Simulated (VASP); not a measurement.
# AlN (P-3) in VASP: relaxation of cell and atoms with PBE

Aim: the relaxation of cell and atoms of AlN with PBE.

Program: VASP 6.6.1. These are calculated values, not measurements. Logs are shortened: lines on timing, memory, paths and dates and some standing lists are left out, and cuts for length are marked.

## 1. Starting point

Symmetry: P-3, No. 147, trigonal system. The conventional cell has a = 7.006 Å, b = 7.006 Å, c = 2.654 Å, α = 90.00°, β = 90.00°, γ = 120.00°. Al (site symmetry 1) is surrounded by 2 N at 1.62 to 1.82 Å. Around N (site symmetry 1) lie 2 Al at 1.62 to 1.82 Å.

The cell was built by a generator and needn't be a form met in nature.

## 2. Relaxation of cell and atoms, PBE

File INCAR:

```
SYSTEM = AlN
PREC = Accurate
ENCUT = 600
EDIFF = 1E-6
ISMEAR = 0
SIGMA = 0.1
LREAL = .FALSE.
LASPH = .TRUE.
NELM = 100
ALGO = Normal
ISIF = 3
LWAVE = .FALSE.
LCHARG = .FALSE.
GGA = PE
IBRION = 2
NSW = 90
EDIFFG = -0.04
```

File KPOINTS:

```
Automatic mesh
0
G
  3 3 6
  0 0 0
```

File POSCAR:

```
AlN
1.0
    7.0060775400      0.0000000000      0.0000000000
   -3.5030387700      6.0674411300      0.0000000000
    0.0000000000      0.0000000000      2.6536162100
Al N
6 6
Direct
    0.8502730400      0.5388260200      0.7830020200
    0.3114470200      0.8502730400      0.2169979800
    0.6885529800      0.1497269600      0.7830020200
    0.5388260200      0.6885529800      0.2169979800
    0.1497269600      0.4611739800      0.2169979800
    0.4611739800      0.3114470200      0.7830020200
    0.6885529800      0.5388260200      0.2169979800
    0.1497269600      0.6885529800      0.7830020200
    0.4611739800      0.1497269600      0.2169979800
    0.3114470200      0.4611739800      0.7830020200
    0.5388260200      0.8502730400      0.7830020200
    0.8502730400      0.3114470200      0.2169979800
```

Potentials or basis: VASP PAW PBE potentials, release 64 (Al, N).

Command:

```
$ cat potpaw_PBE.64/Al/POTCAR potpaw_PBE.64/N/POTCAR > POTCAR
$ mpirun -np 1 vasp_std > vasp.out
```

OUTCAR:

```text
SYSTEM = AlN
   PREC = Accurate
   ENCUT = 600
   EDIFF = 1E-6
   ISMEAR = 0
   LREAL = .FALSE.
   LASPH = .TRUE.
   NELM = 100
   ISIF = 3
   GGA = PE
   IBRION = 2
   NSW = 90
   EDIFFG = -0.04

 ion  position               nearest neighbor table
   1  0.850  0.539  0.783-   7 1.62   8 1.82   7 1.88  12 1.97  12 2.19   3 2.37   6 2.37   5 2.68
                             5 2.85   2 3.08   4 3.08   2 3.23   4 3.23
   2  0.311  0.850  0.217-   8 1.62   9 1.82   8 1.88  11 1.97  11 2.19   5 2.37   4 2.37   3 2.68
                             3 2.85   6 3.08   1 3.08   6 3.23   1 3.23
   3  0.689  0.150  0.783-  12 1.62  11 1.82  12 1.88   9 1.97   9 2.19   1 2.37   6 2.37   2 2.68
                             2 2.85   4 3.08   5 3.08   4 3.23   5 3.23
   4  0.539  0.689  0.217-  11 1.62   7 1.82  11 1.88  10 1.97  10 2.19   5 2.37   2 2.37   6 2.68
                             6 2.85   3 3.08   1 3.08   3 3.23   1 3.23
   5  0.150  0.461  0.217-  10 1.62  12 1.82  10 1.88   8 1.97   8 2.19   2 2.37   4 2.37   1 2.68
                             1 2.85   3 3.08   6 3.08   3 3.23   6 3.23
   6  0.461  0.311  0.783-   9 1.62  10 1.82   9 1.88   7 1.97   7 2.19   1 2.37   3 2.37   4 2.68
                             4 2.85   2 3.08   5 3.08   2 3.23   5 3.23
   7  0.689  0.539  0.217-   1 1.62   4 1.82   1 1.88   6 1.97   6 2.19
   8  0.150  0.689  0.783-   2 1.62   1 1.82   2 1.88   5 1.97   5 2.19
   9  0.461  0.150  0.217-   6 1.62   2 1.82   6 1.88   3 1.97   3 2.19
  10  0.311  0.461  0.783-   5 1.62   6 1.82   5 1.88   4 1.97   4 2.19
  11  0.539  0.850  0.783-   4 1.62   3 1.82   4 1.88   2 1.97   2 2.19
  12  0.850  0.311  0.217-   3 1.62   5 1.82   3 1.88   1 1.97   1 2.19

  LATTYP: Found a hexagonal cell.
 ALAT       =     7.0060775400
 C/A-ratio  =     0.3787591837

  Lattice vectors:

 A1 = (   7.0060775400,   0.0000000000,   0.0000000000)
 A2 = (  -3.5030387700,   6.0674411300,   0.0000000000)
 A3 = (   0.0000000000,   0.0000000000,   2.6536162100)

Analysis of symmetry for initial positions (statically):
=====================================================================
 Subroutine PRICEL returns:
 Original cell was already a primitive cell.

 Routine SETGRP: Setting up the symmetry group for a
 hexagonal supercell.

 Subroutine GETGRP returns: Found  6 space group operations
 (whereof  6 operations were pure point group operations)
 out of a pool of 24 trial point group operations.

The static configuration has the point symmetry S_6 .

Analysis of symmetry for dynamics (positions and initial velocities):
=====================================================================
 Subroutine PRICEL returns:
 Original cell was already a primitive cell.

 Routine SETGRP: Setting up the symmetry group for a
 hexagonal supercell.

 Subroutine GETGRP returns: Found  6 space group operations
 (whereof  6 operations were pure point group operations)
 out of a pool of 24 trial point group operations.

The dynamic configuration has the point symmetry S_6 .

 Subroutine INISYM returns: Found  6 space group operations
 (whereof  6 operations are pure point group operations),
 and found     1 'primitive' translations

----------------------------------------------------------------------------------------

                                     Primitive cell

  volume of cell :     112.8025

  direct lattice vectors                    reciprocal lattice vectors
     7.006077540  0.000000000  0.000000000     0.142733219  0.082407062  0.000000000
    -3.503038770  6.067441130  0.000000000     0.000000000  0.164814125  0.000000000
     0.000000000  0.000000000  2.653616210     0.000000000  0.000000000  0.376844246

  length of vectors
     7.006077540  7.006077540  2.653616210     0.164814125  0.164814125  0.376844246

  position of ions in fractional coordinates (direct lattice)
     0.850273040  0.538826020  0.783002020
     0.311447020  0.850273040  0.216997980
     0.688552980  0.149726960  0.783002020
     0.538826020  0.688552980  0.216997980
     0.149726960  0.461173980  0.216997980
     0.461173980  0.311447020  0.783002020
     0.688552980  0.538826020  0.216997980
     0.149726960  0.688552980  0.783002020
     0.461173980  0.149726960  0.216997980
     0.311447020  0.461173980  0.783002020
     0.538826020  0.850273040  0.783002020
     0.850273040  0.311447020  0.216997980

  ion indices of the primitive-cell ions
   primitive index   ion index
[... 27 lines left out ...]

  Length of vectors
     0.054938042  0.054938042  0.062807374

  Shift w.r.t. Gamma in fractional coordinates (k-lattice)
     0.000000000  0.000000000  0.000000000

 Subroutine IBZKPT returns following result:
 ===========================================

 Found     16 irreducible k-points:

 Following reciprocal coordinates:
            Coordinates               Weight
  0.000000  0.000000  0.000000      1.000000
  0.333333  0.000000  0.000000      6.000000
  0.333333  0.333333  0.000000      2.000000
  0.000000  0.000000  0.166667      2.000000
  0.333333  0.000000  0.166667      6.000000
  0.000000  0.333333  0.166667      6.000000
[... 8 lines left out ...]
  0.333333  0.000000  0.500000      6.000000
  0.333333  0.333333  0.500000      2.000000
   k-points           NKPTS =     16   k-points in BZ     NKDIM =     16   number of bands    NBANDS=     31
   number of dos      NEDOS =    301   number of ions     NIONS =     12
   total plane-waves  NPLWV =  75264
   dimension x,y,z NGX =    56 NGY =   56 NGZ =   24
   dimension x,y,z NGXF=   112 NGYF=  112 NGZF=   48
   ions per type =               6   6
   NGX,Y,Z   is equivalent  to a cutoff of  13.29, 13.29, 15.04 a.u.
   NGXF,Y,Z  is equivalent  to a cutoff of  26.58, 26.58, 30.07 a.u.
 SYSTEM =  AlN
   PREC   = accura    normal or accurate (medium, high low for compatibility)
   ISTART =      0    job   : 0-new  1-cont  2-samecut
   ICHARG =      2    charge: 1-file 2-atom 10-const
   ISPIN  =      1    spin polarized calculation?
   LNONCOLLINEAR =      F non collinear calculations
   LSORBIT =      F    spin-orbit coupling
   LASPH  =      T    aspherical Exc in radial PAW
   ENCUT  =  600.0 eV  44.10 Ry    6.64 a.u.  13.99 13.99  5.30*2*pi/ulx,y,z
   NELM   =    100;   NELMIN=  2; NELMDL= -5     # of ELM steps
   EDIFF  = 0.1E-05   stopping-criterion for ELM
   LREAL  =      F    real-space projection
   EDIFFG = -.4E-01   stopping-criterion for IOM
   NSW    =     90    number of steps for IOM
   IBRION =      2    ionic relax: 0-MD 1-quasi-New 2-CG
   NFREE  =      1    steps in history (QN), initial steepest desc. (CG)
   ISIF   =      3    stress and relaxation
   ISYM   =      2    0-nonsym 1-usesym 2-fastsym
   POTIM  = 0.5000    time-step for ionic-motion
   TEBEG  =    0.0;   TEEND  =   0.0 temperature during run
   PSTRESS=    0.0 pullay stress
   NELECT =      48.0000    total number of electrons
   NUPDOWN=      -1.0000    fix difference up-down
   EMIN   =  10.00;   EMAX   =-10.00  energy-range for DOS
   EFERMI =   0.00;   METHOD = LEGACY
   ISMEAR =     0;   SIGMA  =   0.10  broadening in eV -4-tet -1-fermi 0-gaus
   EFERMI_NEDOS =   21; number of points for ismear=-14 and -15
   IALGO  =     38    algorithm
   IMIX   =      4    mixing-type and parameters
     AMIX     =   0.40;   BMIX     =  1.00
     AMIX_MAG =   1.60;   BMIX_MAG =  1.00
  volume/ion in A,a.u.               =       9.40        63.44
  Fermi-wavevector in a.u.,A,eV,Ry     =   1.231352  2.326919 20.629545  1.516229
  Thomas-Fermi vector in A             =   2.366165
   LORBIT       =      0    0 simple, 1 ext, 2 COOP (PROOUT), +10 PAW based schemes
   GGA     = PE    functional components
   LHFCALC =     F    Hartree Fock is set to
   AEXX    =    0.0000 exact exchange contribution
   IVDW    =     0    specifies the selected vdW correction
   LEPSILON=     F    determine dielectric tensor
   LRPA    =     F    only Hartree local field effects (RPA)
 conjugate gradient relaxation of ions
 non-spin polarized calculation
 Gauss-broadening in eV      SIGMA  =   0.10
  energy-cutoff  :      600.00
  volume of cell :      112.80
 maximum number of plane-waves:      3782
   NGX = 27   NGY = 27   NGZ = 11

--------------------------------------- Ionic step        1  -------------------------------------------

 number of electron      48.0000003 magnetization

 Free energy of the ion-electron system (eV)
  ---------------------------------------------------
  ext. energy  EPLUGINS =         0.00000000
  ---------------------------------------------------
  free energy    TOTEN  =       -74.11776765 eV

  energy without entropy =      -74.11776765  energy(sigma->0) =      -74.11776765

------------------------ aborting loop because EDIFF is reached ----------------------------------------

  FORCE on cell =-STRESS in cart. coord.  units (eV):
  Direction    XX          YY          ZZ          XY          YZ          ZX
  --------------------------------------------------------------------------------------
  -------------------------------------------------------------------------------------
  Total       53.0039862     53.0039862     46.6761364      0.0000002     -0.0000000     -0.0000000
  in kB      752.8361975    752.8361974    662.9592900      0.0000027     -0.0000000     -0.0000000
  external PRESSURE =     722.8772283 kB  Pullay stress =       0.0000000 kB
[... 119 lines left out ...]
  FREE ENERGIE OF THE ION-ELECTRON SYSTEM (eV)
  ---------------------------------------------------
  free  energy   TOTEN  =       -80.6452243048 eV

  energy  without entropy=      -80.6452243048  energy(sigma->0) =      -80.64522430

 E-fermi :   6.0459     XC(G=0):  -9.9640

 val. band max:        5.5532358308   @ k =   0.3333   0.3333   0.0000
 cond. band min:       7.8736515069   @ k =   0.0000   0.0000   0.0000
 fundamental gap:      2.3204156761
 Fermi energy:         6.0458799424

 k-point     1 :       0.0000    0.0000    0.0000
  band No.  band energies     occupation
      1     -10.5402      2.00000
      2      -8.9916      2.00000
      3      -8.8639      2.00000
      4      -8.8639      2.00000
      5      -8.1223      2.00000
      6      -8.1223      2.00000
[... 533 lines left out ...]
     30      11.0943      0.00000
     31      12.0143      0.00000

[... ionic steps 4 to 15 ...]

--------------------------------------- Ionic step       16  -------------------------------------------

 number of electron      47.9999997 magnetization

------------------------ aborting loop because EDIFF is reached ----------------------------------------
[... 87 lines left out ...]
--------------------------------------- Ionic step       18  -------------------------------------------

 number of electron      47.9999998 magnetization

 Free energy of the ion-electron system (eV)
  ---------------------------------------------------
  ext. energy  EPLUGINS =         0.00000000
  ---------------------------------------------------
  free energy    TOTEN  =       -82.73301529 eV

  energy without entropy =      -82.73301529  energy(sigma->0) =      -82.73301529

 E-fermi :   5.7657     XC(G=0): -10.0366

 val. band max:        5.2875136385   @ k =   0.3333   0.3333   0.0000
 cond. band min:       7.7051643718   @ k =   0.0000   0.0000   0.0000
 fundamental gap:      2.4176507333
 Fermi energy:         5.7656825039

 k-point     1 :       0.0000    0.0000    0.0000
  band No.  band energies     occupation
      1     -10.3159      2.00000
      2      -8.7482      2.00000
      3      -8.6792      2.00000
      4      -8.6792      2.00000
      5      -8.2384      2.00000
      6      -8.2384      2.00000
[... 572 lines left out ...]
  FREE ENERGIE OF THE ION-ELECTRON SYSTEM (eV)
  ---------------------------------------------------
  free  energy   TOTEN  =       -82.7330152870 eV

  energy  without entropy=      -82.7330152870  energy(sigma->0) =      -82.73301529

 reached required accuracy - stopping structural energy minimisation
```

It took 8.6 min on 1 thread of Intel Xeon Platinum 8559C (Emerald Rapids), shared host; peak memory 0.28 GiB.

What came out:

```yaml
Free_energy: -82.7330 eV
Relaxed_volume: 11.87 Å³/atom
Relaxed_cell: a = 7.605 Å, b = 7.605 Å, c = 2.845 Å, α = 90.00°, β = 90.00°, γ = 120.00°
Space_group_after_relaxing_to_0.05_Å: P6_3/m (No. 176)
Energy_gained_by_relaxing: 717.9 meV/atom
Ionic_steps: 18
Pressure_after_relaxing: 0.0 GPa
Largest_force_after_relaxing: 0.021 eV/Å
Band_gap_on_the_k_mesh: 2.42 eV, indirect (least direct gap 2.50 eV)
```

Forces on the atoms (eV/Å):
```
Al  -0.017  0.009  0.008
Al  -0.017 -0.010 -0.008
Al   0.017  0.010  0.008
Al  -0.001  0.019 -0.008
Al   0.017 -0.009 -0.008
Al   0.001 -0.019  0.008
N   -0.002  0.008 -0.004
N   -0.007  0.003  0.004
N   -0.006 -0.005 -0.004
N    0.002 -0.008  0.004
N    0.006  0.005  0.004
N    0.007 -0.003 -0.004
```

The path:
| step | energy change (eV) | largest force (eV/Å) | pressure (GPa) | volume (Å³) |
| --- | --- | --- | --- | --- |
| 1 | 0.0000 | 7.3793 | 72.29 | 112.80 |
| 2 | 7.6897 | 11.1002 | -0.60 | 197.15 |
| 3 | -6.5275 | 4.4360 | 10.73 | 137.69 |
| 4 | -6.7928 | 3.9547 | 13.96 | 134.64 |
| 5 | -6.9343 | 3.2527 | 19.08 | 130.63 |
| 6 | -6.2921 | 1.4473 | -16.41 | 164.63 |
| 7 | -8.4801 | 0.3589 | -2.58 | 143.85 |
| 8 | -8.4880 | 0.3696 | -1.67 | 143.06 |
| 9 | -8.4887 | 0.3842 | -1.29 | 142.71 |
| 10 | -8.5274 | 0.2383 | 0.92 | 140.86 |
| 11 | -8.5283 | 0.2245 | 1.29 | 140.55 |
| 12 | -8.5562 | 0.2165 | 0.62 | 141.10 |
| 13 | -8.5710 | 0.2629 | -0.21 | 141.91 |
| 14 | -8.5961 | 0.1650 | -0.19 | 142.09 |
| 15 | -8.6101 | 0.1633 | 0.01 | 142.37 |
| 16 | -8.6061 | 0.2573 | 0.08 | 142.53 |
| 17 | -8.6141 | 0.0642 | 0.02 | 142.44 |
| 18 | -8.6152 | 0.0210 | 0.02 | 142.49 |

Final structure:
```xyz
12
Lattice="7.6053 0.0000 0.0000 -3.8027 6.5864 0.0000 0.0000 0.0000 2.8446" Properties=species:S:1:pos:R:3 pbc="T T T"
Al    4.4234    3.6484    2.1325
Al   -0.9480    5.6550    0.7121
Al    4.7506    0.9314    2.1325
Al    1.5687    4.5799    0.7121
Al   -0.6207    2.9380    0.7121
Al    2.2340    2.0065    2.1325
N     3.1728    3.6742    0.7109
N    -1.5955    4.5848    2.1337
N     2.8369    0.9106    0.7109
N     0.6298    2.9122    2.1337
N     0.9657    5.6758    2.1337
N     5.3982    2.0015    0.7109
```

Caveat: the volume moved by over 15 % at a fixed basis, so the end points are rough; an odd mesh through Γ misses points on the zone boundary, where band edges often lie.
